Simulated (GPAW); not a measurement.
A run of GPAW 26.7.0:

File run.py:

```python
from ase import Atoms
from ase.dft.bandgap import bandgap
from ase.io import write
from ase.units import GPa
from gpaw import GPAW, PW

atoms = Atoms(['Fe', 'O'],
              cell=[[1.5188209023, 0.8768916568, 2.5195772846],
                    [-1.5188209023, 0.8768916568, 2.5195772846],
                    [0.0, -1.7537833136, 2.5195772846]],
              scaled_positions=[[0.0, 0.0, 0.0],
                                [0.5, 0.5, 0.5]],
              pbc=True)
atoms.set_initial_magnetic_moments([4.0, 0.0])

calc = GPAW(mode=PW(650),
            xc='MGGA_X_R2SCAN+MGGA_C_R2SCAN',
            kpts={'size': (9, 9, 9), 'gamma': True},
            occupations={'name': 'fermi-dirac', 'width': 0.05},
            nbands=17,
            maxiter=120,
            txt='gpaw.txt')
atoms.calc = calc
energy = atoms.get_potential_energy()
forces = atoms.get_forces()
stress = atoms.get_stress()
calc.write('gs.gpw')
write('result.traj', atoms)
print(f'Energy: {energy:.6f} eV')
print('Forces (eV/A):')
print(forces.round(4))
print('Stress (GPa):', (stress / GPa).round(3))
print('Moments:', calc.get_magnetic_moments().round(3))
print('Fermi level:', round(calc.get_fermi_level(), 4), 'eV')
print(f'Gap: {bandgap(calc)[0]:.4f} eV, direct: {bandgap(calc, direct=True)[0]:.4f} eV')
```

Potentials or basis: GPAW PAW data sets (gpaw-data 1.2.1), pw.

Run with:

```bash
$ OMP_NUM_THREADS=1 python run.py
```

Hardware: 1 thread of AMD EPYC 9R45 96-Core Processor (Zen 5) (shared host).

**Question.** Estimate the wall time of this run.

**Answer.** It took 51 s on 1 thread of AMD EPYC 9R45 96-Core Processor (Zen 5), on a shared host, peak memory 0.28 GiB. Counts: scf iterations 11, plane waves 773, bands 17, k points 85.
